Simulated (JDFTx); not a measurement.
Runs of JDFTx 1.7.0 (patched build) on Pb. The structure is cubic, space group Fm-3m (No. 225). The conventional cell has a = 4.950 Å, b = 4.950 Å, c = 4.950 Å, α = 90.00°, β = 90.00°, γ = 90.00°. Pb (site symmetry m-3m) is surrounded by 12 Pb at 3.50 Å. 

```tsv
level	gap on the mesh (eV)	pressure (GPa)	relaxed volume (Å³/atom)
TPSS	none	0.0	(b)
AM05	none	0.0	29.89
revPBE	none	0.0	32.56
RPBE	none	0.0	32.96
BLYP	none	0.0	(a)
LDA	none	0.0	28.69
SCAN	none	0.0	29.81
r2SCAN	none	0.0	29.82
```

Alike in all rows: task relaxation of cell and atoms; potentials or basis SG15-PBE-1.2 with smoothed tails; no spin polarisation; cell relaxed; k mesh 4 × 4 × 4; cutoff (eV) 1088; smearing fermi-dirac 0.05 eV; the mesh is coarse, so values aren't converged.

Fill in the values left out.

(a) 34.54; (b) 30.25.

Caveats: all runs use coarse meshes; the potentials were made for another functional, which shifts forces and pressure; the plane waves are those of the starting cell, so after so large a change of volume the result is rough (some runs).

A k mesh can miss the band edges, and the runs leave out spin-orbit coupling on Pb.

A gap of «none» marks a metal or a gap under the smearing width.

Runs at the PBE level aren't shown here.
